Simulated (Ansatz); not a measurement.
Computed with Ansatz (plane waves, PAW, 420 eV cutoff): PBE, scalar-relativistic, no spin polarisation, Γ-centred 8×8×6 mesh, 0.05 eV Gaussian smearing. The datasets are Ansatz's generated set soft_2.

A compound XTe has these computed properties.

* Space group: P6_3/mmc (No. 194)
* Conventional cell: a = 4.849 Å, b = 4.849 Å, c = 8.600 Å, α = 90.00°, β = 90.00°, γ = 120.00°
* Volume: 43.78 Å³/atom
* Band gap: 1.36 eV
* Smallest direct gap: 1.68 eV
* Bader charges: X 1.35; Te -1.35 e
* Formation energy from the elements (0 K, uncorrected): -1.75 eV/atom
* Bulk modulus (Birch–Murnaghan): 27 GPa
* Pressure derivative B0′: 4.2
* Shear modulus (Hill): 14.9 GPa
* Young's modulus: 38 GPa
* Poisson's ratio: 0.27
* Elastically stable: yes

Sites: X on 2c, Te on 2a.

Task: Which element is X?
A. La
B. Ce
C. Cs
D. Ba

Result: D. X is Ba, so the compound is BaTe.

This is a trial structure: the heavier alkaline earths' oxides and chalcogenides take the rock-salt structure.

Semilocal functionals underestimate band gaps, commonly by a third or more. No spin–orbit coupling, a notable omission for heavy elements.
